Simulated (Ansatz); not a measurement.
A relaxation computed with Ansatz, from input to last step.

```yaml
crystal:
  lattice:
    - [4.5144571084, 0.0, 0.0]
    - [-1.3593675408, 2.7897502122, 0.0]
    - [-0.8856948076, -2.5150082711, 3.072132027]
  atoms:
    - { symbol: Li, position: [0.1126098431, 0.8012447914, 0.2735949506] }
    - { symbol: Li, position: [0.5317837574, 0.3328098901, 0.914732156] }
    - { symbol: H, position: [0.1228357289, 0.5215937925, 0.6386255628] }
    - { symbol: H, position: [0.7794996292, 0.5567080601, 0.8176629128] }
basis:
  ecutwfc: 420
kpoints:
  mp_grid: { grid: [6, 8, 6] }
hamiltonian:
  xc: pbe
scf:
  occupations: { method: gaussian, width: 0.1 }
  lower_state_search: "off"
output:
  forces: true
  stress: true
  eigenvalues: true
relax:
  adjacent_minimum: "off"
  f_tol: 0.04
  max_steps: 70
  cell: { stress_tol: 0.4 }
```

```bash
ansatz run input.yaml --threads 1 --pin off --max-ram 2560MiB --backend cpu --events-out ev --progress --plain --runs-dir out
```

Method: Ansatz, DFT PBE, scalar-relativistic, plane waves, PAW.

Of 16 frames 10 are shown, positions in Å and forces in eV/Å; the SCF threshold varies from step to step. Steps run on the plane waves of an earlier cell, with a Pulay correction in the pressure. The basis is chosen afresh for the last frame, the zero of the energies, and at times for earlier ones too; energy and pressure step there, also at an unchanged geometry. Here that happened at step 14 (-7 meV/atom, 0.6 GPa); the frames before carry an error of that size.

```xyz
4
Lattice="4.5145 0.0000 0.0000 -1.3594 2.7898 0.0000 -0.8857 -2.5150 3.0721" Properties=species:S:1:pos:R:3:forces:R:3 pbc="T T T" step=1 free_energy_over_end_meV_per_atom=773.50 pressure_GPa=11.22
Li   -0.8231    1.5472    0.8405    0.8104    0.3652   -0.1342
Li    1.1381   -1.3721    2.8102   -3.6290   -2.8402    1.2323
H    -0.7201   -0.1510    1.9619    1.1981    0.1983   -0.1157
H     2.0380   -0.5034    2.5120    1.6205    2.2767   -0.9824
4
Lattice="4.8953 0.1820 0.0067 -1.3616 2.6526 -0.0019 -1.0572 -2.4763 3.0121" Properties=species:S:1:pos:R:3:forces:R:3 pbc="T T T" step=3 free_energy_over_end_meV_per_atom=391.46 pressure_GPa=2.87
Li   -0.7554    1.4987    0.7354    0.3571   -0.0164   -0.3686
Li    0.9533   -1.3605    2.9134   -0.7758   -0.2009    0.7562
H    -0.4972   -0.1654    1.9306    0.2246   -0.1758    0.1790
H     2.0628   -0.3717    2.3926    0.1941    0.3931   -0.5667
4
Lattice="5.0960 0.2471 0.0121 -1.3818 2.5948 -0.0053 -1.1292 -2.4566 2.9112" Properties=species:S:1:pos:R:3:forces:R:3 pbc="T T T" step=4 free_energy_over_end_meV_per_atom=294.40 pressure_GPa=0.46
Li   -0.7122    1.4580    0.6431    0.1909   -0.1105   -0.3961
Li    0.8996   -1.3061    2.9142   -0.2423    0.1826    0.6727
H    -0.4591   -0.1941    1.9152    0.0397   -0.2076    0.1944
H     2.1106   -0.3318    2.2335    0.0117    0.1355   -0.4711
4
Lattice="5.3871 0.2970 0.1046 -1.4386 2.4504 -0.0014 -1.1512 -2.3148 2.5892" Properties=species:S:1:pos:R:3:forces:R:3 pbc="T T T" step=6 free_energy_over_end_meV_per_atom=149.23 pressure_GPa=-0.94
Li   -0.6655    1.2926    0.4593    0.0357   -0.1226   -0.2882
Li    0.9367   -1.1154    2.8660    0.0254    0.1905    0.5021
H    -0.4177   -0.2139    1.7897   -0.0463   -0.1208    0.0154
H     2.2517   -0.2046    1.8913   -0.0147    0.0528   -0.2293
4
Lattice="5.5249 0.2930 0.3731 -1.4825 2.3245 0.0118 -0.9933 -2.0959 2.3212" Properties=species:S:1:pos:R:3:forces:R:3 pbc="T T T" step=8 free_energy_over_end_meV_per_atom=97.56 pressure_GPa=1.08
Li   -0.6845    1.1204    0.3541   -0.0167    0.0062   -0.0195
Li    1.1143   -0.8553    2.8613   -0.1025    0.0217   -0.0409
H    -0.2820   -0.1631    1.6770    0.0601   -0.0416    0.0042
H     2.4908   -0.0491    1.8495    0.0590    0.0136    0.0562
4
Lattice="5.5495 0.2941 0.5582 -1.4893 2.3173 0.0079 -0.8728 -2.0329 2.2463" Properties=species:S:1:pos:R:3:forces:R:3 pbc="T T T" step=9 free_energy_over_end_meV_per_atom=75.55 pressure_GPa=1.19
Li   -0.7100    1.0862    0.3249   -0.0159   -0.0139    0.0427
Li    1.2026   -0.7736    2.8660   -0.0931   -0.0995   -0.0667
H    -0.1541   -0.1245    1.6765    0.0807    0.0433    0.0126
H     2.6420    0.0173    1.9539    0.0283    0.0701    0.0114
4
Lattice="5.5603 0.2997 0.9466 -1.4891 2.3330 -0.0119 -0.6137 -1.9425 2.0967" Properties=species:S:1:pos:R:3:forces:R:3 pbc="T T T" step=11 free_energy_over_end_meV_per_atom=28.25 pressure_GPa=0.72
Li   -0.7423    1.0415    0.2936   -0.1332   -0.0763    0.0218
Li    1.3803   -0.7317    2.8596    0.0489   -0.0699    0.1077
H     0.1327    0.0089    1.6803    0.0480    0.0942   -0.0798
H     2.9123    0.1688    2.1493    0.0363    0.0520   -0.0498
4
Lattice="5.4601 0.2017 1.1594 -1.5195 2.3854 -0.0327 -0.3946 -1.8964 2.0727" Properties=species:S:1:pos:R:3:forces:R:3 pbc="T T T" step=13 free_energy_over_end_meV_per_atom=7.98 pressure_GPa=-0.03
Li   -0.8368    1.0173    0.3264   -0.0073   -0.0032    0.0065
Li    1.4960   -0.7767    2.9805   -0.0014   -0.0060    0.0039
H     0.3255    0.1162    1.6578    0.0044    0.0050   -0.0049
H     3.0554    0.2173    2.2377    0.0044    0.0043   -0.0055
4
Lattice="5.4601 0.2017 1.1594 -1.5195 2.3854 -0.0327 -0.3946 -1.8964 2.0727" Properties=species:S:1:pos:R:3:forces:R:3 pbc="T T T" step=14 free_energy_over_end_meV_per_atom=0.72 pressure_GPa=0.52
Li   -0.8368    1.0173    0.3264   -0.0073   -0.0032    0.0065
Li    1.4960   -0.7767    2.9805   -0.0014   -0.0060    0.0039
H     0.3255    0.1162    1.6578    0.0043    0.0049   -0.0049
H     3.0554    0.2173    2.2377    0.0045    0.0043   -0.0054
4
Lattice="5.5198 0.2113 1.2032 -1.5315 2.3812 -0.0412 -0.3819 -1.8919 2.0716" Properties=species:S:1:pos:R:3:forces:R:3 pbc="T T T" step=16 free_energy_over_end_meV_per_atom=0.00 pressure_GPa=0.13
Li   -0.8439    1.0146    0.3247   -0.0001    0.0001    0.0010
Li    1.5337   -0.7714    2.9983    0.0002   -0.0008   -0.0002
H     0.3449    0.1211    1.6621    0.0000    0.0009   -0.0009
H     3.1048    0.2272    2.2633   -0.0001   -0.0002    0.0000
```

The start is a random arrangement. At the end the space group is Fm-3m (tolerance 0.05 Å).

It took 96 s on 1 thread of Arm Neoverse V1, on a shared host, peak memory 0.36 GiB.

The k mesh is coarse.